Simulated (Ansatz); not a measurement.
# How far is PAW off for Ge?

```
Ge
1.0
     2.71207    0.00000    0.00000
     0.00000    2.71207    0.00000
     0.00000    0.00000    2.71207
Ge
1
Direct
  0.00000 0.00000 0.00000
```

The structure comes from a relaxation in the same program, started in the sc type, and has space group Pm-3m. Whether it is a known phase or the ground state wasn't checked.

Levels of theory: DFT, PBE, PAW with Ansatz's default frozen-core files, scalar-relativistic (Ansatz 0.2.0); DFT, PBE, all-electron LAPW, scalar-relativistic (Ansatz 0.2.0).

For PAW: a Γ-centred 13×13×13 k mesh, Fermi–Dirac smearing of 0.05 eV, cutoff 420 eV, no spin polarisation. LAPW targets a basis error of 0.25 meV/atom. The Ansatz runs share mesh, smearing and spin set-up. Plane-wave (PAW) pressures include the program's estimate of the Pulay term.

Stress and pressure are positive in compression.

Levels count from the Fermi level.

PAW results:

| quantity | PAW |
| --- | --- |
| pressure (GPa) | 0.00 |
| highest filled level at M (eV) | -2.578 |
| lowest empty level at M (eV) | 3.124 |
| highest filled level at R (eV) | -0.633 |
| lowest empty level at R (eV) | 0.268 |

Task: What does full-potential LAPW give for the same quantities?

Result: 
```csv
quantity,LAPW
pressure (GPa),0.03
highest filled level at M (eV),-2.578
lowest empty level at M (eV),3.122
highest filled level at R (eV),-0.631
lowest empty level at R (eV),0.268
```
